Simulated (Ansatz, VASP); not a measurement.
**One calculation of Be, two programs**

```xyz
2
Lattice="2.2420 0.0000 0.0000 -1.1210 1.9416 0.0000 0.0000 0.0000 3.5109" Properties=species:S:1:pos:R:3 pbc="T T T"
Be    0.0000    1.2944    0.8777
Be    1.1210    0.6472    2.6332
```

Change from the starting cell: strain -0.025 along x and y, -0.025 along z, atoms carried along.

Alike in both runs: task single point; functional PBE; k mesh 24 × 24 × 14; occupations gaussian, width 0.15 eV; no spin polarisation.

|  | VASP | Ansatz |
| --- | --- | --- |
| version | VASP 6.6.1 | Ansatz 0.2.0 |
| potentials or method | VASP PAW PBE potentials, release 64 (Be) | scalar-relativistic, plane waves, PAW |
| plane-wave cutoff (eV) | 520 | 420 |
| valence electrons in the cell | 4 | 4 |

```csv
,VASP,Ansatz,Ansatz less VASP
gap on the k mesh at the Fermi level (eV),none,none,-
pressure (GPa),4.7,4.5,-0.18
largest component of the traceless stress (GPa),1.61,1.58,-0.035
```

A gap of «none» marks a metal or a gap that the smearing closes.
